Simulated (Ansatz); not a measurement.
Sb:

```
CELL_PARAMETERS angstrom
2.15420 1.24373 3.75800
-2.15420 1.24373 3.75800
0.00000 -2.48746 3.75800
ATOMIC_POSITIONS crystal
Sb 0.76651 0.76651 0.76651
Sb 0.23349 0.23349 0.23349
```

```yaml
Program: Ansatz 0.2.0
Task: relaxation of cell and atoms
Functional: PBE
Dispersion: D3(BJ)
Potentials_or_basis: all-electron LAPW, scalar-relativistic
Basis_error_allowed: 0.001 eV/atom
k_mesh: 8 × 8 × 8
Occupations: fermi-dirac, width 0.05 eV
Spin: no spin polarisation
```

At the start: volume 30.21 Å³/atom.

Question: Where does the relaxation end?

Answer: Over 5 steps the energy falls by 2.9 meV/atom and the volume is 29.81 Å³/atom (-1.3 %); space group R-3m (No. 166, to 0.05 Å).

The path:
```
step  energy change (eV)  largest force (eV/Å)  volume (Å³)
   1              0.0000                0.1580        60.41
   2             -0.0037                0.0700        60.20
   3             -0.0055                0.0171        59.75
   4             -0.0057                0.0047        59.61
   5             -0.0057                0.0047        59.61
```

Final structure:
```
Sb
1.0
     2.16329    1.24898    3.67716
    -2.16329    1.24898    3.67716
     0.00000   -2.49795    3.67716
Sb
2
Direct
  0.76421 0.76421 0.76421
  0.23579 0.23579 0.23579
```
